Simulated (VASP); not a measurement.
**VASP inputs for KI (strained database structure)**

INCAR

```
EDIFF = 1E-7
NSW = 0
LWAVE = .FALSE.
ISIF = 2
LCHARG = .TRUE.
NELM = 120
ENCUT = 520
PREC = Accurate
IBRION = -1
LASPH = .TRUE.
NBANDS = 15
GGA = PE
SIGMA = 0.02
LREAL = .FALSE.
ISMEAR = -1
LELF = .TRUE.
```

KPOINTS

```
KPOINTS created by Atomic Simulation Environment
0
Gamma
6 6 6
0 0 0
```

KPOINTS_OPT

```
special points
5
Reciprocal
0.0000000000 0.0000000000 0.0000000000 1
0.0000000000 0.5000000000 0.0000000000 1
0.5000000000 0.5000000000 0.0000000000 1
0.5000000000 0.5000000000 0.5000000000 1
0.5000000000 0.0000000000 0.5000000000 1
```

POSCAR

```
K  I
 1.0000000000000000
     4.3563097475000001    0.0000000000000000    0.0000000000000000
     0.0000000000000000    4.2910852517000002    0.0000000000000000
     0.0000000000000000    0.0000000000000000    4.2910852517000002
 K   I
   1   1
Cartesian
  0.0000000000000000  0.0000000000000000  0.0000000000000000
  2.1781548737500005  2.1455426258500006  2.1455426258500006
```

VASP ran with the recommended PBE PAW datasets (16 valence electrons in the cell).

Task: Predict the results.

Result: gap between bands v and c 3.26 eV; least direct gap 3.61 eV; pressure 0.3 GPa.

Band v is the last that the valence electrons fill when counted band by band, and c is the next. Levels in eV from the top of v:

```csv
point,v−1,v,c,c+1
Γ,-0.35,-0.35,3.26,4.74
X,-0.37,-0.26,5.41,6.17
M,-1.68,0.00,3.89,5.70
R,-1.65,-1.61,5.58,5.60
```
